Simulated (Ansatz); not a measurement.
Runs of Ansatz 0.2.0 on Pb. The structure is hexagonal, space group P6_3/mmc (No. 194). The conventional cell has a = 3.480 Å, b = 3.480 Å, c = 5.590 Å, α = 90.00°, β = 90.00°, γ = 120.00°. Pb (site symmetry -6m2) has 12 Pb at 3.44 to 3.48 Å as nearest neighbours. This isn't the form of Pb at room conditions, which is fcc.

| task | level | cell | points for each segment of the path | target pressure (GPa) | gap on the mesh (eV) | pressure (GPa) |
| --- | --- | --- | --- | --- | --- | --- |
| band structure | RPBE | as given | 14 | - | none | (a) |
| band structure | LDA | as given | 14 | - | none | -0.6 |
| relaxation of cell and atoms | PBEsol | relaxed to 2 GPa | - | 2 | none | 2.0 |
| band structure | BLYP | as given | 14 | - | none | 8.1 |
| band structure | PBEsol | as given | 14 | - | none | 1.1 |

Alike in all rows: potentials or basis Ansatz PAW; no spin polarisation; k mesh 9 × 9 × 5; cutoff (eV) 420; smearing fermi-dirac 0.05 eV.

**Question.** Fill in the values left out.

**Answer.** (a) 5.8.

Caveats: the PAW data sets come from PBE, with cores solved anew for the run's functional, which leaves a small shift of forces and pressure; spin-orbit coupling is left out, which moves the levels of the heavy elements (some runs); the plane-wave basis is chosen anew once the cell has moved, so the energies of steps on either side of that aren't comparable (some runs).

A k mesh can miss the band edges, and the runs leave out spin-orbit coupling on Pb.

A gap of «none» marks a metal or a gap under the smearing width.

Runs at the PBE level aren't shown here.
